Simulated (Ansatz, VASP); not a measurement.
**Na: VASP beside Ansatz**

```
Na
1.0
     3.72933    0.00000    0.00000
    -1.86467    3.22970    0.00000
     0.00000    0.00000    6.15400
Na
2
Direct
  0.33333 0.66667 0.25000
  0.66667 0.33333 0.75000
```

Change from the starting cell: equal xx and yy strain of -1 %, PAW files.

Alike in both runs: task electric field gradients; functional PBEsol; k mesh 13 × 13 × 7; occupations fermi-dirac, width 0.05 eV; no spin polarisation.

|  | VASP | Ansatz |
| --- | --- | --- |
| version | VASP 6.6.1 | Ansatz 0.2.0 |
| potentials or method | VASP PAW PBE potentials, release 64 (Na_pv) | PAW with Ansatz's default frozen-core files, scalar-relativistic |
| plane-wave cutoff (eV) | 520 | 420 |
| valence electrons in the cell | 14 | 18 |

|  | VASP | Ansatz | Ansatz less VASP |
| --- | --- | --- | --- |
| pressure (GPa) | -0.1 | -0.1 | 0.00 |
| Vzz of the field gradient on the site that differs most (V/Å²) | -0.4 | -0.3 | +0.06 |

With one functional, cell and mesh, what is left measures potentials, basis and numerics. The two sets of potentials don't hold the same shells in valence.

Caveats: the PAW data sets were made with another functional, which shifts forces and pressure a little (VASP).
